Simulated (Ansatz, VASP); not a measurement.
# Cross-check of Pt (dimer Pt chain) between VASP and Ansatz

Wanted: the spread between two codes on one cell, functional and k mesh. The structure shown is the start of the Ansatz relaxation below; VASP solves that cell, so the two are compared at the walk's first step.

Calculated with Ansatz 0.2.0; plane waves, with VASP 6.6.1 beside it; single point at PBE and single point at LDA.

## Step 1: The starting structure

The cell holds 2 atoms: 2 Pt. Cell: a = 7.500 Å, b = 7.500 Å, c = 5.168 Å, α = 90.0°, β = 90.0°, γ = 90.0°. Vacuum lies along a and b. The structure's axis is c.

## Step 2: Ansatz: relaxation, PBE

Ansatz runs on its default PAW (the set named soft_2) files.

The two programs are compared at the cell with which this relaxation starts, whose forces are those of its first step.

File input.yaml:

```yaml
crystal:
  lattice:
    - [7.5, 0.0, 0.0]
    - [0.0, 7.5, 0.0]
    - [0.0, 0.0, 5.168]
  atoms:
    - { symbol: Pt, position: [0.5, 0.5, 0.0] }
    - { symbol: Pt, position: [0.5, 0.5, 0.45] }
kpoints:
  mp_grid: { grid: [1, 1, 16] }
scf:
  occupations: { method: fermi_dirac, width: 0.05 }
hamiltonian:
  xc: pbe
relax:
  cell: { fix: [a, b, alpha, beta, gamma] }
  max_steps: 60
```

Command:

```
$ ansatz run input.yaml --threads 4 --pin off --max-ram 8192MiB --backend cpu --events-out ev --progress --plain --runs-dir out
```

Numbers of over 12 decimals in the logs are rounded to 6 here.

The program printed:

```text
Engine: ansatz 0.2.0, aarch64-unknown-linux-gnu
Pseudopotentials: kind: paw
Pseudopotential: Pt, paw, valence charge 18, recommended cutoff 420 eV (normal), Pt.paw.azcp
Functional definition: PBE
  parameter kappa = 0.804
  parameter beta = 0.066725
  exchange = pbe_x(kappa = kappa, mu = beta*pi^2/3)
  correlation = pbe_c(beta = beta)
Crystal: 2 atoms, lattice volume = 290.700 Å³
Basis set: ecut = 420 eV, 5729 PW (Γ), exchange–correlation on 108×108×72 points (8 copies of the dense FFT grid, shifted against one another)
Bands: 22, of which v1, the nominal top of the filled ones, is band 18 counted from 1 (17 counted from 0)
Symmetry: 16 space group operations
Space group: P4/mmm (ITA 123), of the structure as read, at distance tolerance 6.6e-5 Å
k-points: 9 of 16
Non-local potential: Pt, projectors of the file, l = 0: 3, l = 1: 2, l = 2: 2, l = 3: 1
PAW form: soft (Blöchl's): semilocal exchange-correlation on the pseudo side does not see the compensation charge
PAW one-centre angular grid: Pt, 590 points (default); XC on 64 Gauss nodes
Initial density: superposition of atomic densities (neutral atoms: chi_scale 0, normalization atom), corrected by the library's trained network
Initial wavefunctions: pseudopotential atomic-orbital guess
Functional: x = pbe(κ = 0.804, μ = 0.219515), c = pbe(β = 0.066725)
SCF iter   1: F=—  HF=-25039.962640 eV  |F-HF|=—  |Δ(HF+E_count)|=         —  Δρ=4.40e-3  dr2=2.31e-2  ethr=1.77e-3  ⟨swp⟩=6.7  Hψ=940  notcnv=0
preconditioner: auto → LDOS  [metal: Δε(μ)=0.043 eV  Ē_g=4.469 eV  σ=0.050 eV  W_gap=0.21  n_scr=38 (ndim 8)  ℏωp=9.7 eV  f_vac=0.714  D(μ)=6.35/eV (n_scr^D=38)  β→1.0]
SCF iter   2: F=—  HF=-25039.956263 eV  |F-HF|=—  |Δ(HF+E_count)|=   6.38e-3  Δρ=1.14e-3  dr2=9.88e-4  ethr=6.43e-5  ⟨swp⟩=2.0  Hψ=390  notcnv=0
SCF iter   3: F=—  HF=-25039.956776 eV  |F-HF|=—  |Δ(HF+E_count)|=   5.12e-4  Δρ=3.55e-4  dr2=5.38e-4  ethr=2.75e-6  ⟨swp⟩=2.0  Hψ=355  notcnv=0
SCF iter   4: F=—  HF=-25039.956703 eV  |F-HF|=—  |Δ(HF+E_count)|=   7.25e-5  Δρ=1.01e-4  dr2=5.64e-5  ethr=1.49e-6  ⟨swp⟩=2.0  Hψ=280  notcnv=0
SCF iter   5: F=—  HF=-25039.956446 eV  |F-HF|=—  |Δ(HF+E_count)|=   2.57e-4  Δρ=5.03e-5  dr2=1.32e-5  ethr=1.57e-7  ⟨swp⟩=2.0  Hψ=300  notcnv=0
SCF iter   6: F=—  HF=-25039.956444 eV  |F-HF|=—  |Δ(HF+E_count)|=   1.93e-6  Δρ=2.28e-5  dr2=2.87e-6  ethr=3.66e-8  ⟨swp⟩=2.4  Hψ=312  notcnv=0
SCF iter   7: F=—  HF=-25039.956444 eV  |F-HF|=—  |Δ(HF+E_count)|=   3.66e-8  Δρ=5.27e-6  dr2=1.64e-7  ethr=7.96e-9  ⟨swp⟩=2.6  Hψ=281  notcnv=0
SCF iter   8: F=-25039.956444 eV  HF=-25039.956444 eV  |F-HF|=1.85e-9  |Δ(HF+E_count)|=   5.38e-9  Δρ=8.18e-7  dr2=3.97e-9  ethr=2.78e-10  ⟨swp⟩=4.0  Hψ=656  notcnv=0
SCF 1 converged in 8 iterations: F = -25039.956444 eV  dr2 = 3.97e-9
  greatest PAW one-centre occupation: 1.000 electrons in one spin orbital (limit 2), on the Pt atom at site 1 (counted from 0), in its partial waves of l = 0
relax step   1: F+E_penalty+E_count = -25039.95644377 eV  Δ(F+E_penalty+E_count) = +0.000e0 eV  max|allowed force component| = 2.363e0 eV/Å  Δτ_max = 0.0000 Å  P = -1.222 GPa  Ω = 290.700 Å³  fix = [a, b, alpha, beta, gamma]  reactions: a -0.097, b -0.097 GPa  (8 SCF iters, dr2 threshold 1.00e-7 eV, accepted)
[...]
relax step   2: F+E_penalty+E_count = -25040.66454086 eV  Δ(F+E_penalty+E_count) = -7.081e-1 eV  max|allowed force component| = 2.487e-1 eV/Å  Δτ_max = 0.1207 Å  P = -1.444 GPa  Ω = 276.857 Å³  energy of the carried Pulay correction = +8.303e-4 eV  fix = [a, b, alpha, beta, gamma]  reactions: a -0.101, b -0.101 GPa  (7 SCF iters, dr2 threshold 2.00e-7 eV, accepted)
[...]
relax step   3: F+E_penalty+E_count = -25040.80003888 eV  Δ(F+E_penalty+E_count) = -1.355e-1 eV  max|allowed force component| = 1.632e0 eV/Å  Δτ_max = 0.0355 Å  P = +0.308 GPa  Ω = 262.589 Å³  energy of the carried Pulay correction = +1.730e-3 eV  fix = [a, b, alpha, beta, gamma]  reactions: a -0.099, b -0.099 GPa  (6 SCF iters, dr2 threshold 2.00e-7 eV, accepted)
[...]
relax step   4: F+E_penalty+E_count = -25040.84437767 eV  Δ(F+E_penalty+E_count) = -4.434e-2 eV  max|allowed force component| = 7.120e-2 eV/Å  Δτ_max = 0.0283 Å  P = -0.095 GPa  Ω = 264.645 Å³  energy of the carried Pulay correction = +1.597e-3 eV  fix = [a, b, alpha, beta, gamma]  reactions: a -0.100, b -0.100 GPa  (5 SCF iters, dr2 threshold 2.00e-7 eV, accepted)
[...]
relax step   5: F+E_penalty+E_count = -25040.84452659 eV  Δ(F+E_penalty+E_count) = -1.489e-4 eV  max|allowed force component| = 1.805e-4 eV/Å  Δτ_max = 0.0013 Å  P = -0.067 GPa  Ω = 264.454 Å³  energy of the carried Pulay correction = +1.610e-3 eV  fix = [a, b, alpha, beta, gamma]  reactions: a -0.100, b -0.100 GPa  (4 SCF iters, dr2 threshold 2.00e-7 eV, accepted)
[...]
relax step   6: F+E_penalty+E_count = -25040.84133908 eV  Δ(F+E_penalty+E_count) = +3.188e-3 eV  max|allowed force component| = 9.260e-5 eV/Å  Δτ_max = 0.0000 Å  P = -0.067 GPa  Ω = 264.454 Å³  fix = [a, b, alpha, beta, gamma]  reactions: a -0.102, b -0.102 GPa  stress off target by 3.12e-3 GPa on what of the cell is left free  SCF on the basis re-selected at this cell (its energy is not comparable with the rows above)  (7 SCF iters)
basis re-selected at this cell: Δ(F+E_penalty+E_count) = +3.188e-3 eV, ΔP = -0.000 GPa vs the last step (what re-selecting the basis moved, of the pressure what is left beyond the Pulay correction that the steps carried, after the strain that the cell walked since its last selection, with what the two solves' SCF thresholds leave and, on support functions, any second-order correction that the steps lacked; it is no measure of the basis error at this ecutwfc). The dense FFT grid was sized anew with the basis: this SCF ran on 54×54×32 points, the steps before it on 54×54×36, so part of this shift can come from that change (see relax.cell in the input reference). [rest of the remark cut]
SCF converged after 7 iterations
Free energy (F): -25040.841339 eV
Harris-Foulkes:  -25040.841339 eV  (|F-HF|=7.28e-12)
Internal energy: -25040.816767 eV  (E = F + TS)
E sigma→0 (E₀):  -25040.829053 eV
Entropy (-TS):   -0.024572 eV (-12.286 meV/atom)
Fermi energy:    -2.796612 eV
--- Per-component energies (eV) ---
  E_band       = -1151.818998
  E_kinetic    = 1273.155767
  E_local      = -10815.605265  (includes V_loc(G=0)·N_el)
  E_nonlocal   = 403.683812
  E_hartree    = 4583.553547
  E_xc         = -518.025009
  E_vxc        = -597.550343  (∫ρ·V_xc dr)
  E_paw        = -18910.618763  (= ΣΔE_a)
  E_vpaw       = -582.610631  (= ΣTr[D̂ρ^β])
  E_aug_tail   = 0.000398  (compensation charges beyond the density's cutoff)
  E_ewald      = -1056.961254
  E_smearing   = -0.024572  (= −TS)
  E_closure    = -0.000000  (closes the sum)
  Σ components = -25040.841339   (vs F -25040.841339, Δ=0.00e0)
--- Forces (eV/Å), atoms counted from 1 ---
  atom   1  Pt     0.00000000     0.00000000    -0.00009260
  atom   2  Pt     0.00000000     0.00000000     0.00009260
  max |Σ_I F_I| component: 4.73e-28 eV/Å
--- Stress (GPa, compression-positive) ---
       -0.102380       0.000000       0.000000
        0.000000      -0.102380       0.000000
        0.000000       0.000000       0.003118
  P = ⅓ Tr σ = -0.0672 GPa (-0.672 kbar)
--- Relaxed structure (5 steps of the walk, 5 accepted, 1 SCFs on fresh bases) ---
  F+E_penalty+E_count = -25040.84133908 eV   max|allowed force component| = 9.260e-5 eV/Å   (the final SCF, on the basis selected at the relaxed cell)
  cell:  # Å, volume = 264.4537 Å³
    - [7.5, 0.0, 0.0]
    - [0.0, 7.5, 0.0]
    - [0.0, 0.0, 4.701399]
  atoms:
    - { symbol: Pt, position: [0.5, 0.5, -0.025000] }
    - { symbol: Pt, position: [0.5, 0.5, 0.475000] }
```

## Step 3: VASP: single point, PBE, start cell, pair 1

The same cell, functional, mesh and smearing now go to VASP, with its own data sets.

Lines of VASP's logs that name or quote its potential files are left out, and so is its time.

File INCAR:

```
SYSTEM = Pt
PREC = Accurate
ENCUT = 400
EDIFF = 1E-06
NELM = 120
ISMEAR = -1
SIGMA = 0.05
LREAL = .FALSE.
ALGO = Normal
GGA = PE
NBANDS = 16
LASPH = .TRUE.
LORBIT = 11
LWAVE = .FALSE.
LCHARG = .FALSE.
ISIF = 2
GGA_COMPAT = .FALSE.
KPAR = 2
```

File POSCAR:

```
Pt
1.0
    7.5000000000      0.0000000000      0.0000000000
    0.0000000000      7.5000000000      0.0000000000
    0.0000000000      0.0000000000      5.1680000000
Pt
2
Direct
    0.5000000000      0.5000000000      0.0000000000
    0.5000000000      0.5000000000      0.4500000000
```

File KPOINTS:

```
Automatic mesh
0
Gamma
1 1 16
0 0 0
```

Potentials, in the order of the species: Pt (PBE family, release 64).

Command:

```
$ mpirun -np 2 vasp_std
```

The program printed:

```text
[banner, memory and clock lines left out]
running    2 mpi-ranks, on    1 nodes
 distrk:  each k-point on    1 cores,    2 groups
 distr:  one band on    1 cores,    1 groups

 POSCAR found type information on POSCAR Pt
 POSCAR found :  1 types and       2 ions
 LDA part: xc-table for (Slater+PW92), standard interpolation
 POSCAR, INCAR and KPOINTS ok, starting setup
 FFT: planning ... GRIDC
 FFT: planning ... GRID_SOFT
 FFT: planning ... GRID
 WAVECAR not read
 entering main loop
       N       E                     dE             d eps       ncg     rms          rms(c)
DAV:   1     0.117364835554E+03    0.11736E+03   -0.53803E+03   288   0.721E+02
DAV:   2     0.353170918194E+01   -0.11383E+03   -0.10370E+03   504   0.125E+02
DAV:   3    -0.664625695911E+01   -0.10178E+02   -0.97993E+01   288   0.493E+01
DAV:   4    -0.677246481238E+01   -0.12621E+00   -0.12572E+00   344   0.610E+00
DAV:   5    -0.677528511745E+01   -0.28203E-02   -0.28194E-02   328   0.930E-01    0.746E+00
DAV:   6    -0.616856629981E+01    0.60672E+00   -0.22964E+00   312   0.879E+00    0.478E+00
DAV:   7    -0.612559951625E+01    0.42967E-01   -0.69432E-02   304   0.149E+00    0.253E+00
DAV:   8    -0.611376501507E+01    0.11835E-01   -0.18809E-02   296   0.795E-01    0.405E-01
DAV:   9    -0.611378588112E+01   -0.20866E-04   -0.19507E-03   304   0.266E-01    0.133E-01
DAV:  10    -0.611381843414E+01   -0.32553E-04   -0.40160E-04   312   0.133E-01    0.284E-02
DAV:  11    -0.611391959878E+01   -0.10116E-03   -0.34844E-05   296   0.347E-02    0.129E-02
DAV:  12    -0.611397708353E+01   -0.57485E-04   -0.10631E-05   288   0.150E-02    0.446E-03
DAV:  13    -0.611403997847E+01   -0.62895E-04   -0.12073E-05   288   0.977E-03    0.250E-03
DAV:  14    -0.611405875505E+01   -0.18777E-04   -0.41328E-06   272   0.511E-03    0.791E-04
DAV:  15    -0.611405939254E+01   -0.63750E-06   -0.12065E-07   264   0.139E-03
   1 F= -.61140594E+01 E0= -.60886514E+01  d E =-.508159E-01
```

Parts of OUTCAR (step 3):

```text
ion  position               nearest neighbor table
   1  0.500  0.500  0.000-   2 2.33   2 2.84
   2  0.500  0.500  0.450-   1 2.33   1 2.84

  LATTYP: Found a simple tetragonal cell.
 ALAT       =     7.5000000000
 C/A-ratio  =     0.6890666667

 Subroutine GETGRP returns: Found 16 space group operations
 (whereof  8 operations were pure point group operations)

The static configuration has the point symmetry C_4v.
 The point group associated with its full space group is D_4h.

 Found      9 irreducible k-points:

   k-points           NKPTS =      9   k-points in BZ     NKDIM =      9   number of bands    NBANDS=     16

   dimension x,y,z NGX =    50 NGY =   50 NGZ =   36
   dimension x,y,z NGXF=   100 NGYF=  100 NGZF=   72

   ENCUT  =  400.0 eV  29.40 Ry    5.42 a.u.  12.23 12.23  8.43*2*pi/ulx,y,z

   NELECT =      20.0000    total number of electrons

 k-points in reciprocal lattice and weights: Automatic mesh
   0.00000000  0.00000000  0.00000000       0.062
   0.00000000  0.00000000  0.06250000       0.125
   0.00000000  0.00000000  0.12500000       0.125
   0.00000000  0.00000000  0.18750000       0.125
   0.00000000  0.00000000  0.25000000       0.125
   0.00000000  0.00000000  0.31250000       0.125
   0.00000000  0.00000000  0.37500000       0.125
   0.00000000  0.00000000  0.43750000       0.125
   0.00000000  0.00000000  0.50000000       0.062

 average (electrostatic) potential at core
       1 -77.1531       2 -77.1531

 E-fermi :  -4.4267

 k-point     1 :       0.0000    0.0000    0.0000
  band No.  band energies     occupation
    ...
      4      -5.7338      2.00000
      5      -5.5412      2.00000
      6      -5.5362      2.00000
      7      -4.7390      1.99613
      8      -4.7379      1.99604
      9      -4.2779      0.09698
     10      -3.9817      0.00027
     11      -3.9817      0.00027
     12      -0.4978      0.00000
     13      -0.4978      0.00000
    ...

 k-point     2 :       0.0000    0.0000    0.0625
  band No.  band energies     occupation
    ...
      4      -5.7224      2.00000
      5      -5.5360      2.00000
      6      -5.5310      2.00000
      7      -4.7452      1.99658
      8      -4.7440      1.99649
      9      -4.2985      0.14277
     10      -4.0331      0.00076
     11      -4.0331      0.00076
     12      -0.4454      0.00000
     13      -0.4454      0.00000
    ...

 k-point     3 :       0.0000    0.0000    0.1250
  band No.  band energies     occupation
    ...
      4      -5.6887      2.00000
      5      -5.5208      2.00000
      6      -5.5160      2.00000
      7      -4.7632      1.99761
      8      -4.7619      1.99755
      9      -4.3598      0.41548
     10      -4.1765      0.01333
     11      -4.1765      0.01333
     12      -1.1299      0.00000
     13      -0.2970      0.00000
    ...

  Total       -0.2067096     -0.2067096     -6.3646453      0.0000000      0.0000000      0.0000000
  in kB       -1.1392689     -1.1392689    -35.0783985      0.0000000      0.0000000      0.0000000
  external PRESSURE =     -12.4523121 kB  Pullay stress =       0.0000000 kB

  energy-cutoff  :      400.00
  volume of cell :      290.70
      direct lattice vectors                 reciprocal lattice vectors
     7.500000000  0.000000000  0.000000000     0.133333333  0.000000000  0.000000000
     0.000000000  7.500000000  0.000000000     0.000000000  0.133333333  0.000000000
     0.000000000  0.000000000  5.168000000     0.000000000  0.000000000  0.193498452

 POSITION                                       TOTAL-FORCE (eV/Angst)
 -----------------------------------------------------------------------------------
      3.75000      3.75000      0.00000         0.000000      0.000000     -2.304973
      3.75000      3.75000      2.32560         0.000000     -0.000000      2.304973
 -----------------------------------------------------------------------------------
    total drift:                               -0.000000     -0.000000      0.000001

  FREE ENERGIE OF THE ION-ELECTRON SYSTEM (eV)
  ---------------------------------------------------
  free  energy   TOTEN  =        -6.1140593925 eV

  energy  without entropy=       -6.0632434928  energy(sigma->0) =       -6.08865144

 total charge
# of ion       s       p       d       tot
------------------------------------------
    1        0.695   0.168   8.027   8.891
    2        0.695   0.168   8.027   8.891
--------------------------------------------------
tot          1.391   0.336  16.055  17.781

[... 3 further parts left out ...]
```

## Step 4: Differences

Known differences besides the potentials themselves: the data sets hold 36 valence electrons in Ansatz (on its default PAW (the set named soft_2) files) and 20 in VASP; the cutoff is 420 eV in Ansatz and 400 eV in VASP. Total energies have different zeros and are not compared.

Forces (eV/Å; atoms numbered as in POSCAR):

| atom | Ansatz x, y, z | VASP x, y, z |
| --- | --- | --- |
| Pt1 | 0.000, 0.000, -2.363 | 0.000, 0.000, -2.305 |
| Pt2 | 0.000, 0.000, 2.363 | 0.000, 0.000, 2.305 |

The forces differ by 33 meV/Å r.m.s., which is 2.5 % of the r.m.s. force of 1.331 eV/Å (both taken over all components).

## Step 5: Ansatz: relaxation, PBE

The two programs are compared at the cell with which this relaxation starts, whose forces are those of its first step.

The structure compared here is the start of the Ansatz relaxation; VASP solves that cell, so the two are compared at the walk's first step.

input.yaml, the sections that differ from step 2:

```yaml
crystal:
  lattice:
    - [7.5, 0.0, 0.0]
    - [0.0, 7.5, 0.0]
    - [0.0, 0.0, 5.168]
  atoms:
    - { symbol: Pt, position: [0.5, 0.5, 0.0], spin: 0.6 }
    - { symbol: Pt, position: [0.5, 0.5, 0.45], spin: 0.6 }
magnetization:
  spin_polarized: true
# kpoints, scf, hamiltonian, relax: as in step 2
```

Command:

```
$ ansatz run input.yaml --threads 4 --pin off --max-ram 8192MiB --backend cpu --events-out ev --progress --plain --runs-dir out
```

The program printed:

```text
[...]
Crystal: 2 atoms, lattice volume = 290.700 Å³
Basis set: ecut = 420 eV, 5729 PW (Γ), exchange–correlation on 108×108×72 points (8 copies of the dense FFT grid, shifted against one another)
Bands: 23, of which v1, the nominal top of the filled ones, is band 18 counted from 1 (17 counted from 0)
Symmetry: 16 space group operations
[...]
0.000000      -0.102380       0.000000
        0.000000       0.000000       0.003419
  P = ⅓ Tr σ = -0.0671 GPa (-0.671 kbar)
--- Relaxed structure (5 steps of the walk, 5 accepted, 1 SCFs on fresh bases) ---
[...]
cell:  # Å, volume = 264.4530 Å³
    - [7.5, 0.0, 0.0]
    - [0.0, 7.5, 0.0]
    - [0.0, 0.0, 4.701387]
  atoms:
    - { symbol: Pt, position: [0.5, 0.5, -0.025000] }
    - { symbol: Pt, position: [0.5, 0.5, 0.475000] }
[key lines of the parts left out:]
SCF converged after 7 iterations
Magnetization: 0.0000 μB (18.0000 up, 18.0000 down)
Free energy (F): -25040.841339 eV
Fermi energy:    -2.796595 eV
```

## Step 6: VASP: single point, PBE, start cell, pair 2

The same cell, functional, mesh and smearing now go to VASP, with its own data sets.

Changes to INCAR since step 3:

```diff
@@ -4,3 +4,3 @@
 EDIFF = 1E-06
-NELM = 120
+NELM = 200
 ISMEAR = -1
@@ -10,4 +10,7 @@
 GGA = PE
-NBANDS = 16
+NBANDS = 17
+ISPIN = 2
+MAGMOM = 0 0
 LASPH = .TRUE.
+LMAXMIX = 4
 LORBIT = 11
```

POSCAR is that of step 3.

KPOINTS is that of step 3.

Command:

```
$ mpirun -np 2 vasp_std
```

The program printed:

```text
[... set-up lines as in an earlier step ...]
 entering main loop
       N       E                     dE             d eps       ncg     rms          rms(c)
DAV:   1     0.111977091803E+03    0.11198E+03   -0.53007E+03   612   0.673E+02
DAV:   2     0.315497277332E+01   -0.10882E+03   -0.96242E+02   971   0.120E+02
DAV:   3    -0.665855976996E+01   -0.98135E+01   -0.93336E+01   660   0.460E+01
DAV:   4    -0.677323607299E+01   -0.11468E+00   -0.11414E+00   740   0.537E+00
[...]
DAV:  14    -0.611405260432E+01   -0.40648E-04   -0.78730E-06   606   0.722E-03    0.146E-03
DAV:  15    -0.611405903438E+01   -0.64301E-05   -0.10391E-06   588   0.316E-03    0.111E-03
DAV:  16    -0.611405936294E+01   -0.32856E-06   -0.68819E-08   476   0.166E-03
   1 F= -.61140594E+01 E0= -.60886522E+01  d E =-.508143E-01  mag=     0.0003
```

From OUTCAR (step 6):

```text
  Total       -0.2084410     -0.2084410     -6.3650635      0.0000000      0.0000000     -0.0000000
  in kB       -1.1488114     -1.1488114    -35.0807032      0.0000000      0.0000000     -0.0000000
  external PRESSURE =     -12.4594420 kB  Pullay stress =       0.0000000 kB

 POSITION                                       TOTAL-FORCE (eV/Angst)
 -----------------------------------------------------------------------------------
      3.75000      3.75000      0.00000         0.000000      0.000000     -2.304937
      3.75000      3.75000      2.32560         0.000000     -0.000000      2.304937
 -----------------------------------------------------------------------------------
    total drift:                               -0.000000     -0.000000      0.000001

  FREE ENERGIE OF THE ION-ELECTRON SYSTEM (eV)
  ---------------------------------------------------
  free  energy   TOTEN  =        -6.1140593629 eV

  energy  without entropy=       -6.0632450390  energy(sigma->0) =       -6.08865220

 magnetization (x)
# of ion       s       p       d       tot
------------------------------------------
    1        0.000   0.000   0.000   0.000
    2        0.000   0.000   0.000   0.000
--------------------------------------------------
tot          0.000   0.000   0.000   0.000

[... 1 part as in an earlier step ...]

[... 2 further parts left out ...]
[key lines of the parts left out:]
E-fermi :  -4.4267
```

(Continued in part 2 of 2.)

[Lines on the potential files, build, host, timing and source positions are cut from VASP's logs without a mark.]

[Logs are printed without paths, hosts, clocks, repeated set-up lines and the standing remarks that a program may print on its own settings, such as how far it seeks lower states.]

[Hosts, paths, dates, database ids (printed as entryN), source tags and the programs' standing remarks are cut or masked in the printed files.]
